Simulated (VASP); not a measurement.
# AlP (F-43m) in VASP: further runs

AlP is run at these levels: PBE; tasks: single point.

Everything below comes from runs of VASP 6.6.1. Logs are shortened: lines on timing, memory, paths and dates and some standing lists are left out, and cuts for length are marked.

**Measured values to compare with.**

From a printed reference work, data compilation, for a bulk crystal of AlP at 4.2 K: band gap 2.505 eV (indirect).

The results are compared with them further down.

### 1 The cell of the first run

The structure is cubic, space group F-43m (No. 216). Conventional cell: a = 5.451 Å, b = 5.451 Å, c = 5.451 Å, α = 90.00°, β = 90.00°, γ = 90.00°. Within 3.1 Å of Al (site symmetry -43m) lie 4 P at 2.36 Å. Within 3.1 Å of P (site symmetry -43m) lie 4 Al at 2.36 Å.

### 2 Single point, PBE

Input file INCAR:

```
SYSTEM = AlP
PREC = Accurate
ENCUT = 500
EDIFF = 1E-6
ISMEAR = 0
SIGMA = 0.01
LREAL = .FALSE.
LASPH = .TRUE.
NELM = 120
ALGO = Normal
ISIF = 2
LWAVE = .FALSE.
LCHARG = .FALSE.
GGA = PE
NBANDS = 11
GGA_COMPAT = .FALSE.
```

Input file KPOINTS:

```
Automatic mesh
0
G
  6 6 6
  0 0 0
```

Input file POSCAR:

```
AlP
1.0
    0.0000000000      2.7255000000      2.7255000000
    2.7255000000      0.0000000000      2.7255000000
    2.7255000000      2.7255000000      0.0000000000
Al P
1 1
Direct
    0.0000000000      0.0000000000      0.0000000000
    0.2500000000      0.2500000000      0.2500000000
```

Potentials or basis: VASP PAW PBE potentials, release 64 (Al, P).

Run with:

```bash
$ cat potpaw_PBE.64/Al/POTCAR potpaw_PBE.64/P/POTCAR > POTCAR
$ mpirun -np 1 vasp_std > vasp.out
```

OUTCAR:

```text
SYSTEM = AlP
   PREC = Accurate
   ENCUT = 500
   EDIFF = 1E-6
   ISMEAR = 0
   LREAL = .FALSE.
   LASPH = .TRUE.
   NELM = 120
   ISIF = 2
   GGA = PE

 ion  position               nearest neighbor table
   1  0.000  0.000  0.000-   2 2.36   2 2.36   2 2.36   2 2.36
   2  0.250  0.250  0.250-   1 2.36   1 2.36   1 2.36   1 2.36

  LATTYP: Found a face centered cubic cell.
 ALAT       =     5.4510000000

  Lattice vectors:

 A1 = (   0.0000000000,   2.7255000000,   2.7255000000)
 A2 = (   2.7255000000,   0.0000000000,   2.7255000000)
 A3 = (   2.7255000000,   2.7255000000,   0.0000000000)

Analysis of symmetry for initial positions (statically):
=====================================================================
 Subroutine PRICEL returns:
 Original cell was already a primitive cell.

 Routine SETGRP: Setting up the symmetry group for a
 face centered cubic supercell.

 Subroutine GETGRP returns: Found 24 space group operations
 (whereof 24 operations were pure point group operations)
 out of a pool of 48 trial point group operations.

The static configuration has the point symmetry T_d .

Analysis of symmetry for dynamics (positions and initial velocities):
=====================================================================
 Subroutine PRICEL returns:
 Original cell was already a primitive cell.

 Routine SETGRP: Setting up the symmetry group for a
 face centered cubic supercell.

 Subroutine GETGRP returns: Found 24 space group operations
 (whereof 24 operations were pure point group operations)
 out of a pool of 48 trial point group operations.

The dynamic configuration has the point symmetry T_d .

 Subroutine INISYM returns: Found 24 space group operations
 (whereof 24 operations are pure point group operations),
 and found     1 'primitive' translations

----------------------------------------------------------------------------------------

                                     Primitive cell

  volume of cell :      40.4919

  direct lattice vectors                    reciprocal lattice vectors
     0.000000000  2.725500000  2.725500000    -0.183452578  0.183452578  0.183452578
     2.725500000  0.000000000  2.725500000     0.183452578 -0.183452578  0.183452578
     2.725500000  2.725500000  0.000000000     0.183452578  0.183452578 -0.183452578

  length of vectors
     3.854439064  3.854439064  3.854439064     0.317749185  0.317749185  0.317749185

  position of ions in fractional coordinates (direct lattice)
     0.000000000  0.000000000  0.000000000
     0.250000000  0.250000000  0.250000000

  ion indices of the primitive-cell ions
   primitive index   ion index
                 1           1
                 2           2

----------------------------------------------------------------------------------------

 KPOINTS: Automatic mesh

Automatic generation of k-mesh.
 Grid dimensions read from file:
 generate k-points for:    6    6    6

 Generating k-lattice:

  Cartesian coordinates                     Fractional coordinates (reciprocal lattice)
    -0.030575430  0.030575430  0.030575430     0.166666667  0.000000000  0.000000000
     0.030575430 -0.030575430  0.030575430     0.000000000  0.166666667  0.000000000
     0.030575430  0.030575430 -0.030575430     0.000000000  0.000000000  0.166666667

  Length of vectors
     0.052958198  0.052958198  0.052958198

  Shift w.r.t. Gamma in fractional coordinates (k-lattice)
     0.000000000  0.000000000  0.000000000

 Subroutine IBZKPT returns following result:
 ===========================================

 Found     16 irreducible k-points:

 Following reciprocal coordinates:
            Coordinates               Weight
  0.000000  0.000000  0.000000      1.000000
  0.166667  0.000000  0.000000      8.000000
  0.333333  0.000000  0.000000      8.000000
  0.500000  0.000000  0.000000      4.000000
  0.166667  0.166667  0.000000      6.000000
  0.333333  0.166667  0.000000     24.000000
[... 8 lines left out ...]
 -0.333333  0.333333  0.166667     24.000000
 -0.333333  0.500000  0.166667     12.000000
   k-points           NKPTS =     16   k-points in BZ     NKDIM =     16   number of bands    NBANDS=     11
   number of dos      NEDOS =    301   number of ions     NIONS =      2
   total plane-waves  NPLWV =  21952
   dimension x,y,z NGX =    28 NGY =   28 NGZ =   28
   dimension x,y,z NGXF=    56 NGYF=   56 NGZF=   56
   ions per type =               1   1
   NGX,Y,Z   is equivalent  to a cutoff of  12.08, 12.08, 12.08 a.u.
   NGXF,Y,Z  is equivalent  to a cutoff of  24.15, 24.15, 24.15 a.u.
 SYSTEM =  AlP
   PREC   = accura    normal or accurate (medium, high low for compatibility)
   ISTART =      0    job   : 0-new  1-cont  2-samecut
   ICHARG =      2    charge: 1-file 2-atom 10-const
   ISPIN  =      1    spin polarized calculation?
   LNONCOLLINEAR =      F non collinear calculations
   LSORBIT =      F    spin-orbit coupling
   LASPH  =      T    aspherical Exc in radial PAW
   ENCUT  =  500.0 eV  36.75 Ry    6.06 a.u.   7.03  7.03  7.03*2*pi/ulx,y,z
   NELM   =    120;   NELMIN=  2; NELMDL= -5     # of ELM steps
   EDIFF  = 0.1E-05   stopping-criterion for ELM
   LREAL  =      F    real-space projection
   EDIFFG = 0.1E-04   stopping-criterion for IOM
   NSW    =      0    number of steps for IOM
   IBRION =     -1    ionic relax: 0-MD 1-quasi-New 2-CG
   NFREE  =      0    steps in history (QN), initial steepest desc. (CG)
   ISIF   =      2    stress and relaxation
   ISYM   =      2    0-nonsym 1-usesym 2-fastsym
   POTIM  = 0.5000    time-step for ionic-motion
   TEBEG  =    0.0;   TEEND  =   0.0 temperature during run
   PSTRESS=    0.0 pullay stress
   NELECT =       8.0000    total number of electrons
   NUPDOWN=      -1.0000    fix difference up-down
   EMIN   =  10.00;   EMAX   =-10.00  energy-range for DOS
   EFERMI =   0.00;   METHOD = LEGACY
   ISMEAR =     0;   SIGMA  =   0.01  broadening in eV -4-tet -1-fermi 0-gaus
   EFERMI_NEDOS =   21; number of points for ismear=-14 and -15
   IALGO  =     38    algorithm
   IMIX   =      4    mixing-type and parameters
     AMIX     =   0.40;   BMIX     =  1.00
     AMIX_MAG =   1.60;   BMIX_MAG =  1.00
  volume/ion in A,a.u.               =      20.25       136.63
  Fermi-wavevector in a.u.,A,eV,Ry     =   0.953488  1.801831 12.369596  0.909140
  Thomas-Fermi vector in A             =   2.082148
   LORBIT       =      0    0 simple, 1 ext, 2 COOP (PROOUT), +10 PAW based schemes
   GGA     = PE    functional components
   LHFCALC =     F    Hartree Fock is set to
   AEXX    =    0.0000 exact exchange contribution
   IVDW    =     0    specifies the selected vdW correction
   LEPSILON=     F    determine dielectric tensor
   LRPA    =     F    only Hartree local field effects (RPA)
 non-spin polarized calculation
 Gauss-broadening in eV      SIGMA  =   0.01
  energy-cutoff  :      500.00
  volume of cell :       40.49
 maximum number of plane-waves:      1056
   NGX = 13   NGY = 13   NGZ = 13

 number of electron       8.0000000 magnetization

 Free energy of the ion-electron system (eV)
  ---------------------------------------------------
  ext. energy  EPLUGINS =         0.00000000
  ---------------------------------------------------
  free energy    TOTEN  =       -10.35906956 eV

  energy without entropy =      -10.35906956  energy(sigma->0) =      -10.35906956

 E-fermi :   4.7547     XC(G=0):  -9.2262

 val. band max:        4.6303397232   @ k =   0.0000   0.0000   0.0000
 cond. band min:       6.1969735461   @ k =   0.5000   0.5000   0.0000
 fundamental gap:      1.5666338229
 Fermi energy:         4.7546711008

 k-point     1 :       0.0000    0.0000    0.0000
  band No.  band energies     occupation
      1      -6.9041      2.00000
      2       4.6303      2.00000
      3       4.6303      2.00000
      4       4.6303      2.00000
      5       7.9780      0.00000
      6       9.1960      0.00000
      7       9.1960      0.00000
      8       9.1960      0.00000
      9      13.4683      0.00000
     10      13.4683      0.00000
     11      14.9538      0.00000

 k-point     2 :       0.1667    0.0000    0.0000
  band No.  band energies     occupation
      1      -6.5992      2.00000
      2       2.7554      2.00000
      3       4.3867      2.00000
      4       4.3867      2.00000
      5       8.2808      0.00000
      6       9.6324      0.00000
      7       9.6324      0.00000
      8      10.3212      0.00000
      9      12.8262      0.00000
     10      12.8262      0.00000
     11      15.5134      0.00000

 k-point     3 :       0.3333    0.0000    0.0000
  band No.  band energies     occupation
      1      -5.8044      2.00000
      2       0.2786      2.00000
      3       4.0139      2.00000
      4       4.0139      2.00000
      5       7.7017      0.00000
      6       9.6799      0.00000
      7       9.6799      0.00000
      8      12.5920      0.00000
      9      13.7688      0.00000
     10      13.7688      0.00000
     11      14.9910      0.00000

 k-point     4 :       0.5000    0.0000    0.0000
  band No.  band energies     occupation
      1      -5.2121      2.00000
      2      -0.9210      2.00000
      3       3.8637      2.00000
      4       3.8637      2.00000
      5       7.4624      0.00000
      6       9.4485      0.00000
      7       9.4485      0.00000
      8      12.9170      0.00000
      9      16.1763      0.00000
     10      16.1763      0.00000
     11      16.5195      0.00000
[... 127 lines left out ...]
 k-point    14 :       0.5000    0.3333    0.1667
  band No.  band energies     occupation
      1      -5.1744      2.00000
      2       0.1963      2.00000
      3       1.9422      2.00000
      4       3.0317      2.00000
      5       8.4876      0.00000
      6       9.4745      0.00000
      7      10.1489      0.00000
      8      12.8750      0.00000
      9      14.0091      0.00000
     10      16.1570      0.00000
     11      18.0535      0.00000

 k-point    15 :      -0.3333    0.3333    0.1667
  band No.  band energies     occupation
      1      -4.7094      2.00000
      2      -0.3762      2.00000
      3       1.4869      2.00000
      4       2.6376      2.00000
      5       8.6815      0.00000
      6       9.6154      0.00000
      7      11.5386      0.00000
      8      12.3001      0.00000
      9      13.5452      0.00000
     10      16.6006      0.00000
     11      17.5907      0.00000

 k-point    16 :      -0.3333    0.5000    0.1667
  band No.  band energies     occupation
      1      -4.5059      2.00000
      2      -0.4267      2.00000
      3       1.7060      2.00000
      4       1.9487      2.00000
      5       7.9449      0.00000
      6       8.9488      0.00000
      7      12.3067      0.00000
      8      12.6566      0.00000
      9      15.9244      0.00000
     10      16.6127      0.00000
     11      17.9516      0.00000

------------------------ aborting loop because EDIFF is reached ----------------------------------------

  FORCE on cell =-STRESS in cart. coord.  units (eV):
  Direction    XX          YY          ZZ          XY          YZ          ZX
  --------------------------------------------------------------------------------------
  -------------------------------------------------------------------------------------
  Total        0.6777958      0.6777958      0.6777958     -0.0000000      0.0000000     -0.0000000
  in kB       26.8188952     26.8188952     26.8188952     -0.0000000      0.0000000     -0.0000000
  external PRESSURE =      26.8188952 kB  Pullay stress =       0.0000000 kB

 VOLUME and BASIS-vectors are now :
 -----------------------------------------------------------------------------
  energy-cutoff  :      500.00
  volume of cell :       40.49
      direct lattice vectors                 reciprocal lattice vectors
     0.000000000  2.725500000  2.725500000    -0.183452578  0.183452578  0.183452578
     2.725500000  0.000000000  2.725500000     0.183452578 -0.183452578  0.183452578
     2.725500000  2.725500000  0.000000000     0.183452578  0.183452578 -0.183452578

 POSITION                                       TOTAL-FORCE (eV/Angst)
 -----------------------------------------------------------------------------------
      0.00000      0.00000      0.00000        -0.000000     -0.000000     -0.000000
      1.36275      1.36275      1.36275         0.000000      0.000000      0.000000
 -----------------------------------------------------------------------------------
    total drift:                               -0.000000     -0.000000     -0.000000

  FREE ENERGIE OF THE ION-ELECTRON SYSTEM (eV)
  ---------------------------------------------------
  free  energy   TOTEN  =       -10.3590695561 eV

  energy  without entropy=      -10.3590695561  energy(sigma->0) =      -10.35906956
```

It took 3.1 s on 1 thread of Intel Xeon 6975P-C (Granite Rapids), shared host; peak memory 0.15 GiB.

What came out:

| Item | Value |
| --- | --- |
| Free energy | -10.3591 eV |
| Pressure | 2.7 GPa |
| Band gap on the k mesh | 1.57 eV, indirect (least direct gap 3.35 eV) |

Levels at points of the mesh, in eV from the valence-band top:
| k point | band 1 | band 2 | band 3 | band 4 | band 5 | band 6 | band 7 | band 8 | band 9 |
| --- | --- | --- | --- | --- | --- | --- | --- | --- | --- |
| (0.00, 0.00, 0.00) | -11.53 | 0.00 | 0.00 | 0.00 | 3.35 | 4.57 | 4.57 | 4.57 | 8.84 |
| (0.50, 0.00, 0.00) | -9.84 | -5.55 | -0.77 | -0.77 | 2.83 | 4.82 | 4.82 | 8.29 | 11.55 |
| (0.50, 0.50, 0.00) | -9.17 | -5.33 | -2.11 | -2.11 | 1.57 | 2.46 | 11.11 | 11.11 | 12.11 |

### 3 Single point, PBE

This run uses another cell than the first one, of 20.65 Å³/atom, 1.020 times its volume.

Input file INCAR:

```
PREC = Accurate ; ENCUT = 500
EDIFF = 1E-6 ; ISMEAR = 0
SIGMA = 0.01 ; LREAL = False
LASPH = True ; NELM = 120
ALGO = Normal ; ISIF = 2
LWAVE = False ; LCHARG = True
GGA = PE ; LELF = True
LVHAR = True ; NBANDS = 11
GGA_COMPAT = False
```

Input file KPOINTS:

```
regular mesh
0
Gamma
  6 6 6
```

Input file POSCAR:

```
AlP
1.0
    0.0000000000      2.7435501949      2.7435501949
    2.7435501949      0.0000000000      2.7435501949
    2.7435501949      2.7435501949      0.0000000000
Al P
1 1
Direct
    0.0000000000      0.0000000000      0.0000000000
    0.2500000000      0.2500000000      0.2500000000
```

Potentials or basis: VASP PAW PBE potentials, release 64 (Al, P).

Run with:

```bash
$ cat potpaw_PBE.64/Al/POTCAR potpaw_PBE.64/P/POTCAR > POTCAR
$ mpirun -np 1 vasp_std > vasp.out
```

It took 3.5 s on 1 thread of Intel Xeon 6975P-C (Granite Rapids), shared host; peak memory 0.14 GiB.

Results (log left out):

```yaml
Free_energy: -10.3681 eV
Pressure: 0.9 GPa
Band_gap_on_the_k_mesh: 1.61 eV, indirect (least direct gap 3.18 eV)
```

Levels at points of the mesh, in eV from the valence-band top:
```csv
k point,band 2,band 3,band 4,band 5,band 6,band 7
"(0.00, 0.00, 0.00)",0.00,0.00,0.00,3.18,4.54,4.54
"(0.50, 0.00, 0.00)",-5.46,-0.75,-0.75,2.76,4.81,4.81
"(0.50, 0.50, 0.00)",-5.26,-2.07,-2.07,1.61,2.47,10.94
```

### 4 Single point, PBE

This run uses another cell than the first one, of 21.06 Å³/atom, 1.040 times its volume.

INCAR is that of step 3.

KPOINTS is that of step 3.

Input file POSCAR:

```
AlP
1.0
    0.0000000000      2.7613659551      2.7613659551
    2.7613659551      0.0000000000      2.7613659551
    2.7613659551      2.7613659551      0.0000000000
Al P
1 1
Direct
    0.0000000000      0.0000000000      0.0000000000
    0.2500000000      0.2500000000      0.2500000000
```

Run with:

```bash
$ cat potpaw_PBE.64/Al/POTCAR potpaw_PBE.64/P/POTCAR > POTCAR
$ mpirun -np 1 vasp_std > vasp.out
```

It took 3.5 s on 1 thread of Intel Xeon 6975P-C (Granite Rapids), shared host; peak memory 0.14 GiB.

The run converged. Its results:

```yaml
Free_energy: -10.3685 eV
Pressure: -0.7 GPa
Band_gap_on_the_k_mesh: 1.64 eV, indirect (least direct gap 3.01 eV)
```

Levels at points of the mesh, in eV from the valence-band top:
```csv
k point,band 2,band 3,band 4,band 5,band 6,band 7
"(0.00, 0.00, 0.00)",0.00,0.00,0.00,3.01,4.51,4.51
"(0.50, 0.00, 0.00)",-5.38,-0.74,-0.74,2.68,4.81,4.81
"(0.50, 0.50, 0.00)",-5.20,-2.03,-2.03,1.64,2.47,10.78
```

### 5 Single point, PBE

This run uses another cell than the first one, of 21.46 Å³/atom, 1.060 times its volume.

Input file INCAR:

```
PREC = Accurate
ENCUT = 500
EDIFF = 1E-6
ISMEAR = 0
SIGMA = 0.01
LREAL = F
LASPH = T
NELM = 120
ALGO = Normal
ISIF = 2
LWAVE = F
LCHARG = F
GGA = PE
NBANDS = 11
GGA_COMPAT = F
```

Input file KPOINTS:

```
Automatic mesh
0
Gamma
  6 6 6
```

Input file POSCAR:

```
AlP
1.0
    0.0000000000      2.7789547475      2.7789547475
    2.7789547475      0.0000000000      2.7789547475
    2.7789547475      2.7789547475      0.0000000000
Al P
1 1
Direct
    0.0000000000      0.0000000000      0.0000000000
    0.2500000000      0.2500000000      0.2500000000
```

Run with:

```bash
$ cat potpaw_PBE.64/Al/POTCAR potpaw_PBE.64/P/POTCAR > POTCAR
$ mpirun -np 1 vasp_std > vasp.out
```

Run time: 4 s. Hardware: 1 thread of Intel Xeon 6975P-C (Granite Rapids), shared host; peak memory 0.15 GiB.

The run converged. Its results:

```yaml
Free_energy: -10.3612 eV
Pressure: -2.2 GPa
Band_gap_on_the_k_mesh: 1.68 eV, indirect (least direct gap 2.85 eV)
```

Levels at points of the mesh, in eV from the valence-band top:
| k point | band 2 | band 3 | band 4 | band 5 | band 6 | band 7 |
| --- | --- | --- | --- | --- | --- | --- |
| (0.00, 0.00, 0.00) | 0.00 | 0.00 | 0.00 | 2.85 | 4.48 | 4.48 |
| (0.50, 0.00, 0.00) | -5.30 | -0.73 | -0.73 | 2.61 | 4.80 | 4.80 |
| (0.50, 0.50, 0.00) | -5.13 | -2.00 | -2.00 | 1.68 | 2.48 | 10.61 |

### 6 The runs side by side

| cell | gap on the mesh (eV) | pressure (GPa) |
| --- | --- | --- |
| a = 3.854 Å, angles 60.0°, 2 atoms | 1.57 | 2.7 |
| a = 3.880 Å, angles 60.0°, 2 atoms | 1.61 | 0.9 |
| a = 3.905 Å, angles 60.0°, 2 atoms | 1.64 | -0.7 |
| a = 3.930 Å, angles 60.0°, 2 atoms | 1.68 | -2.2 |

Alike in all rows: task single point; level PBE; potentials or basis VASP PAW PBE potentials, release 64 (Al, P); no spin polarisation; k mesh 6 × 6 × 6; cutoff (eV) 500; smearing gaussian 0.01 eV.

Total energies depend on the potentials used, so only differences within one code and one set of settings carry meaning.

### 7 Against experiment

Step 2. Measured gap of AlP: 2.505 eV (indirect; 4.2 K; a printed reference work, data compilation). This calculation gives 1.57 eV (-0.94 eV). The value is that of PBE on a finite k mesh, which can miss the band edges, without temperature or zero-point motion. Semilocal functionals fall short of measured gaps as a rule.

Step 3. Against the measured gap of AlP, 2.505 eV (indirect; 4.2 K; a printed reference work, data compilation), the calculated 1.61 eV is off by -0.90 eV. The value is that of PBE on a finite k mesh, which can miss the band edges, without temperature or zero-point motion. Semilocal functionals fall short of measured gaps as a rule.

Step 4. A measured gap of AlP is 2.505 eV (indirect; 4.2 K; a printed reference work, data compilation); the calculated 1.64 eV misses it by -0.86 eV. The value is that of PBE on a finite k mesh, which can miss the band edges, without temperature or zero-point motion. Semilocal functionals fall short of measured gaps as a rule.

Step 5. Against the measured gap of AlP, 2.505 eV (indirect; 4.2 K; a printed reference work, data compilation), the calculated 1.68 eV is off by -0.83 eV. The value is that of PBE on a finite k mesh, which can miss the band edges, without temperature or zero-point motion. Semilocal functionals fall short of measured gaps as a rule.
